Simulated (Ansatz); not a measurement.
**LiH (zincblende): gap against strain (uniaxial along x, other directions held)**

LiH (zincblende), relaxed with r2SCAN in Ansatz, then strained (uniaxial along x, other directions held; changes of length per length, axes as in the cell below) with the atoms relaxed again within the symmetry that is left. The symmetry is F-43m (No. 216, cubic); conventional cell a = 4.290 Å, 9.87 Å³ an atom. Li has 4 H at 1.86 Å; H has 4 Li at 1.86 Å. No spin polarisation. The prototype was imposed, so other structures may be more stable.

```yaml
crystal:
  lattice:
    - [0.00000, 2.14512, 2.14512]
    - [2.14512, 0.00000, 2.14512]
    - [2.14512, 2.14512, 0.00000]
  atoms:
    - { symbol: Li, position: [0.00000, 0.00000, 0.00000] }
    - { symbol: H, position: [0.25000, 0.25000, 0.25000] }
```

Gaps are the least over each mesh (HSE06 8×8×8 when unstrained) and the special points, which keep their unstrained names; stress is the change from the unstrained cell, compression positive.

```csv
strain (%),"gap, HSE06 (eV)","edges, HSE06","stress along the strain, r2SCAN (GPa)","energy rise, r2SCAN (meV/atom)"
-4.87,5.231,"(0.190, -1/2, -0.310) → L",+1.77,2.8
-1.05,5.253,W → L,–,–
-0.31,5.248,W → L,–,–
0.0,5.245,W → L,0.00,0.0
+1.22,5.201,W → L,–,–
+5.38,5.052,W → L,–,–
```

Between zero and the nearest strains the slope of the HSE06 gap against strain is -0.007 eV per percent for negative and -0.036 for positive strain.

Where an edge lies off the special points, it is a point of the mesh or the k point where a search put PBE's edge or least direct gap, reused for the other functionals, whose own edges may lie a little apart.

Coordinates of k points refer to the reciprocal vectors of the primitive cell of the runs.

The meshes of the hybrids are coarse, so their gaps aren't converged to the digits shown.
